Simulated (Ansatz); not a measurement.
# NiSi2/Si/CoSi2: predicting the conductance of a thicker barrier

Set-up. Ansatz 0.2.0, plane waves with PAW datasets, PBE. Interfaces are relaxed in a short slab (with D3(BJ) where the barrier is layered), set between ideal electrode layers that go on as semi-infinite leads, and the zero-bias conductance G at 300 K comes from T(E) on a typed mesh. The error is the largest of the program's estimates from energy step, mesh, the leads' potential steps and neutrality; its separate bound for narrow resonances between the energies solved isn't counted and can be far larger. The lower electrode is NiSi2 (fluorite 111), the upper CoSi2 (fluorite 111) and the barrier Si (diamond 111), on a net of side 3.84 Å; d is the distance between the electrodes' last planes.

What is known so far:

```
planes in the barrier  d (Å)  G (S/m²)  error (%)  lead step (meV)
                    4   8.70   8.68e13         14                9
                    6  11.87   4.28e13         15                9
                    8  15.04   2.05e13         21                9
                   12  21.38   5.68e12         63                9
```

**Question.** A further run has 14 planes, d = 24.54 Å. Fit G ∝ exp(−βd) to the rows shown and predict its conductance.

A: Take y = ln G: 32.09, 31.39, 30.65 and 29.37. The means are d = 14.25 Å and y = 30.88; Σ(Δd Δy) = −18.91 and Σ(Δd)² = 87.93, so the slope is −0.215 Å⁻¹ (β = 0.215 Å⁻¹). At d = 24.54 Å, y = 30.88 − 0.215 × 10.29 = 28.66, or G = 2.80e12 S/m².

Check: The run gave 3.12e12 S/m², with an error estimate of 82 % and a lead step of 9 meV. The prediction is 0.9 times that, too low by 10 %. That lies within the runs' own error estimates, carried through the fit.

**Limits.** The interfaces are ideal, one cell wide, strained to a common net and relaxed from one registry with their symmetry kept. PBE's gaps are too small, so true decay constants are likely larger where the Fermi level lies deep in a gap. No spin-orbit coupling, phonons, disorder or image charges enter. The rows shown are chosen by tests on error estimates (under 100 to 120 %), lead steps (under 150 meV, though the program warns over 25), intact interfaces and, for fits, a steady trend in the rows shown; the data set holds 414 series of this kind, and not all pass.

[Logs are printed without paths, hosts, clocks, repeated set-up lines and the standing remarks that a program may print on its own settings, such as how far it seeks lower states.]
